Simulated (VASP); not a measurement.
# CdS (Greenockite) (P6_3mc) in VASP: settings compared, part 2 of 2

VASP 6.6.1.

**3. Band structure, r2SCAN**

Input file INCAR:

```
  PREC = Accurate
  ENCUT = 520
  EDIFF = 1E-7
  ISMEAR = -1
  SIGMA = 0.05
  LREAL = F
  LASPH = T
  NELM = 80
  ALGO = Normal
  ISIF = 2
  LWAVE = F
  LCHARG = F
  METAGGA = R2SCAN
  LMIXTAU = T
```

Input file KPOINTS:

```
regular mesh
0
Gamma
  7 7 4
```

Input file POSCAR:

```
CdS
1.0
    4.1500000000      0.0000000000      0.0000000000
   -2.0750000000      3.5940054257      0.0000000000
    0.0000000000      0.0000000000      6.7370000000
Cd S
2 2
Direct
    0.6666666667      0.3333333333      0.5000000000
    0.3333333333      0.6666666667      0.0000000000
    0.6666666667      0.3333333333      0.8750000000
    0.3333333333      0.6666666667      0.3750000000
```

Input file KPOINTS_OPT:

```
path GMKGALHA,LM,KH
20
line-mode
reciprocal
 0.0000000000  0.0000000000  0.0000000000  G
 0.5000000000  0.0000000000  0.0000000000  M

 0.5000000000  0.0000000000  0.0000000000  M
 0.3333333333  0.3333333333  0.0000000000  K

 0.3333333333  0.3333333333  0.0000000000  K
 0.0000000000  0.0000000000  0.0000000000  G

 0.0000000000  0.0000000000  0.0000000000  G
 0.0000000000  0.0000000000  0.5000000000  A

 0.0000000000  0.0000000000  0.5000000000  A
 0.5000000000  0.0000000000  0.5000000000  L

 0.5000000000  0.0000000000  0.5000000000  L
 0.3333333333  0.3333333333  0.5000000000  H

 0.3333333333  0.3333333333  0.5000000000  H
 0.0000000000  0.0000000000  0.5000000000  A

 0.5000000000  0.0000000000  0.5000000000  L
 0.5000000000  0.0000000000  0.0000000000  M

 0.3333333333  0.3333333333  0.0000000000  K
 0.3333333333  0.3333333333  0.5000000000  H
```

Potentials or basis: VASP PAW PBE potentials, release 64 (Cd, S).

Run with:

```console
$ cat potpaw_PBE.64/Cd/POTCAR potpaw_PBE.64/S/POTCAR > POTCAR
$ mpirun -np 1 vasp_std > vasp.out
```

OUTCAR:

```text
PREC = Accurate
   ENCUT = 520
   EDIFF = 1E-7
   ISMEAR = -1
   LREAL = F
   LASPH = T
   NELM = 80
   ISIF = 2
   METAGGA = R2SCAN

 ion  position               nearest neighbor table
   1  0.667  0.333  0.500-   3 2.53   4 2.54   4 2.54   4 2.54
   2  0.333  0.667  0.000-   4 2.53   3 2.54   3 2.54   3 2.54
   3  0.667  0.333  0.875-   1 2.53   2 2.54   2 2.54   2 2.54
   4  0.333  0.667  0.375-   2 2.53   1 2.54   1 2.54   1 2.54

  LATTYP: Found a hexagonal cell.
 ALAT       =     4.1500000000
 C/A-ratio  =     1.6233734940

  Lattice vectors:

 A1 = (   4.1500000000,   0.0000000000,   0.0000000000)
 A2 = (  -2.0750000000,   3.5940054257,   0.0000000000)
 A3 = (   0.0000000000,   0.0000000000,   6.7370000000)

Analysis of symmetry for initial positions (statically):
=====================================================================
 Subroutine PRICEL returns:
 Original cell was already a primitive cell.

 Routine SETGRP: Setting up the symmetry group for a
 hexagonal supercell.

 Subroutine GETGRP returns: Found 12 space group operations
 (whereof  6 operations were pure point group operations)
 out of a pool of 24 trial point group operations.

The static configuration has the point symmetry C_3v.
 The point group associated with its full space group is C_6v.

Analysis of symmetry for dynamics (positions and initial velocities):
=====================================================================
 Subroutine PRICEL returns:
 Original cell was already a primitive cell.

 Routine SETGRP: Setting up the symmetry group for a
 hexagonal supercell.

 Subroutine GETGRP returns: Found 12 space group operations
 (whereof  6 operations were pure point group operations)
 out of a pool of 24 trial point group operations.

The dynamic configuration has the point symmetry C_3v.
[... 118 lines left out ...]
   ISMEAR =    -1;   SIGMA  =   0.05  broadening in eV -4-tet -1-fermi 0-gaus
   EFERMI_NEDOS =   21; number of points for ismear=-14 and -15
   IALGO  =     38    algorithm
   IMIX   =      4    mixing-type and parameters
     AMIX     =   0.40;   BMIX     =  1.00
     AMIX_MAG =   1.60;   BMIX_MAG =  1.00
  volume/ion in A,a.u.               =      25.12       169.52
  Fermi-wavevector in a.u.,A,eV,Ry     =   1.162727  2.197236 18.394190  1.351935
  Thomas-Fermi vector in A             =   2.299285
   LORBIT       =      0    0 simple, 1 ext, 2 COOP (PROOUT), +10 PAW based schemes
   METAGGA = R2SCAN    functional components
   LHFCALC =     F    Hartree Fock is set to
   AEXX    =    0.0000 exact exchange contribution
   IVDW    =     0    specifies the selected vdW correction
   LEPSILON=     F    determine dielectric tensor
   LRPA    =     F    only Hartree local field effects (RPA)
 non-spin polarized calculation
  energy-cutoff  :      520.00
  volume of cell :      100.48
 maximum number of plane-waves:      2731
 NGX is ok and might be reduce to    32
   NGX = 15   NGY = 15   NGZ = 25

 number of electron      35.9999996 magnetization

 Free energy of the ion-electron system (eV)
  ---------------------------------------------------
  ext. energy  EPLUGINS =         0.00000000
  ---------------------------------------------------
  free energy    TOTEN  =       -59.37622115 eV

  energy without entropy =      -59.37622115  energy(sigma->0) =      -59.37622115

 E-fermi :   1.7987     XC(G=0):  -9.6649

 val. band max:        0.9400723314   @ k =   0.0000   0.0000   0.0000
 cond. band min:       2.5928961398   @ k =   0.0000   0.0000   0.0000
 fundamental gap:      1.6528238084
 Fermi energy:         1.7987481590

 k-point     1 :       0.0000    0.0000    0.0000
  band No.  band energies     occupation
      1     -11.8595      2.00000
      2     -11.4317      2.00000
      3      -6.9707      2.00000
      4      -6.9482      2.00000
      5      -6.9482      2.00000
      6      -6.8555      2.00000
[... 589 lines left out ...]
     21       7.3351      0.00000
     22       7.3351      0.00000

------------------------ aborting loop because EDIFF is reached ----------------------------------------

  FORCE on cell =-STRESS in cart. coord.  units (eV):
  Direction    XX          YY          ZZ          XY          YZ          ZX
  --------------------------------------------------------------------------------------
  -------------------------------------------------------------------------------------
  Total        0.5077446      0.5077446      0.8930588      0.0000000      0.0000000      0.0000000
  in kB        8.0958506      8.0958506     14.2395830      0.0000000      0.0000000      0.0000000
  external PRESSURE =      10.1437614 kB  Pullay stress =       0.0000000 kB

 VOLUME and BASIS-vectors are now :
 -----------------------------------------------------------------------------
  energy-cutoff  :      520.00
  volume of cell :      100.48
      direct lattice vectors                 reciprocal lattice vectors
     4.150000000  0.000000000  0.000000000     0.240963855  0.139120547  0.000000000
    -2.075000000  3.594005426  0.000000000     0.000000000  0.278241094  0.000000000
     0.000000000  0.000000000  6.737000000     0.000000000  0.000000000  0.148434021

 POSITION                                       TOTAL-FORCE (eV/Angst)
 -----------------------------------------------------------------------------------
      2.07500      1.19800      3.36850         0.000000      0.000000     -0.072586
     -0.00000      2.39600      0.00000        -0.000000      0.000000     -0.072586
      2.07500      1.19800      5.89487         0.000000      0.000000      0.072586
     -0.00000      2.39600      2.52637         0.000000     -0.000000      0.072586
 -----------------------------------------------------------------------------------
    total drift:                               -0.000000     -0.000000     -0.005608

  FREE ENERGIE OF THE ION-ELECTRON SYSTEM (eV)
  ---------------------------------------------------
  free  energy   TOTEN  =       -59.3762211497 eV

  energy  without entropy=      -59.3762211474  energy(sigma->0) =      -59.37622115
```

Run time: 10 min. Hardware: 1 thread of Intel Xeon Platinum 8259CL at 2.50GHz (Skylake/Cascade Lake), shared host; peak memory 0.28 GiB.

Results:

- Free energy: -59.3762 eV
- Pressure: 1.0 GPa
- Largest force: 0.073 eV/Å
- Band gap on the k mesh: 1.65 eV, direct
- Band gap along the path: 1.65 eV, direct

Forces on the atoms (eV/Å):
```
Cd   0.000  0.000 -0.073
Cd   0.000  0.000 -0.073
S    0.000  0.000  0.073
S    0.000  0.000  0.073
```

Levels at the corners of the path, in eV from the valence-band top:
```csv
point,band 16,band 17,band 18,band 19,band 20,band 21
Γ,-0.04,0.00,0.00,1.65,3.25,6.99
M,-1.89,-1.31,-0.74,4.18,4.25,5.42
M,-1.89,-1.31,-0.74,4.18,4.25,5.42
K,-1.87,-1.87,-1.63,4.91,5.60,5.60
K,-1.87,-1.87,-1.63,4.91,5.60,5.60
Γ,-0.04,0.00,0.00,1.65,3.25,6.99
Γ,-0.04,0.00,0.00,1.65,3.25,6.99
A,-0.40,-0.40,-0.40,3.30,3.30,6.65
A,-0.40,-0.40,-0.40,3.30,3.30,6.65
L,-1.35,-1.34,-1.34,3.87,3.87,5.82
L,-1.35,-1.34,-1.34,3.87,3.87,5.82
H,-2.44,-1.13,-1.13,4.87,4.87,6.41
H,-2.44,-1.13,-1.13,4.87,4.87,6.41
A,-0.40,-0.40,-0.40,3.30,3.30,6.65
L,-1.35,-1.34,-1.34,3.87,3.87,5.82
M,-1.89,-1.31,-0.74,4.18,4.25,5.42
K,-1.87,-1.87,-1.63,4.91,5.60,5.60
H,-2.44,-1.13,-1.13,4.87,4.87,6.41
```

Caveat: the PAW data sets were made with another functional, which shifts forces and pressure a little.

**4. Band structure, r2SCAN, spin-orbit coupling, no magnetisation**

Input file INCAR:

```
PREC     = Accurate       # precision mode
ENCUT    = 520            # plane-wave cutoff, eV
EDIFF    = 1E-6           # SCF threshold, eV
ISMEAR   = -1             # smearing method
SIGMA    = 0.05           # smearing width, eV
LREAL    = False          # projectors in reciprocal space
LASPH    = True           # aspherical terms in the spheres
NELM     = 80             # most SCF steps
ALGO     = Normal         # electronic algorithm
ISIF     = 2              # what is computed and relaxed
LWAVE    = False          # write WAVECAR
LCHARG   = False          # write CHGCAR
MAGMOM   = 0 0 0 0 0 0 0 0 0 0 0 0 # initial moments
LORBIT   = 11             # projections on sites
LSORBIT  = True           # spin-orbit coupling
GGA_COMPAT= False        
METAGGA  = R2SCAN         # meta-GGA
LMIXTAU  = True
```

Input file KPOINTS:

```
regular mesh
0
Gamma
  5 5 3
```

POSCAR is that of step 3.

KPOINTS_OPT, as its differences from that of step 3:

```diff
@@ -1,3 +1,3 @@
 path GMKGALHA,LM,KH
-20
+10
 line-mode
```

Run with:

```console
$ cat potpaw_PBE.64/Cd/POTCAR potpaw_PBE.64/S/POTCAR > POTCAR
$ mpirun -np 1 vasp_ncl > vasp.out
```

Wall time 36 min (1 thread of Intel Xeon Platinum 8259CL at 2.50GHz (Skylake/Cascade Lake), shared host); peak memory 0.58 GiB.

The run converged. Its results:

```yaml
Free_energy: -59.4252 eV
Pressure: 1.0 GPa
Largest_force: 0.070 eV/Å
Valence_electrons_inside_the_program's_atomic_spheres: Cd 10.30; S 3.74
```

Forces in eV/Å, atoms in the order of the input:
```
Cd   0.000  0.000 -0.070
Cd   0.000  0.000 -0.070
S    0.000  0.000  0.070
S    0.000  0.000  0.070
```

Stress tensor (GPa, compression positive):
```
0.80 0.00 0.00
0.00 0.80 0.00
0.00 0.00 1.37
```

Caveat: the PAW data sets were made with another functional, which shifts forces and pressure a little.

**5. The runs side by side**

```csv
level,spin,k mesh,grid for exact exchange (PRECFOCK),further INCAR settings,mesh quality,gap on the mesh (eV),pressure (GPa),largest force (eV/Å)
HSE03,off,4 × 4 × 2,Fast,ALGO = Normal; EDIFF = 1e-07,coarse,2.03,1.4,0.06
r2SCAN,off,7 × 7 × 4,-,ALGO = Normal; EDIFF = 1e-07,not flagged,1.65,1.0,0.07
r2SCAN,"SOC, no magnetisation",5 × 5 × 3,-,ALGO = Normal; EDIFF = 1e-06,not flagged,-,1.0,0.07
```

Alike in all rows: task band structure; potentials or basis VASP PAW PBE potentials, release 64 (Cd, S); cell as given; cutoff (eV) 520; smearing fermi-dirac 0.05 eV.

Caveats: some runs use coarse meshes; the PAW data sets were made with another functional, which shifts forces and pressure a little.

Absolute energies hang on the potentials; compare differences alone.

**6. Comparison with measurements**

Step 3. A measured gap of CdS is 2.5809 eV (quoted in “Isotope dependence of band-gap energy”, 2008, arxiv:0807.2152); the calculated 1.65 eV misses it by -0.93 eV. Spin-orbit coupling on Cd is left out. The value is that of r2SCAN, without temperature or zero-point motion.
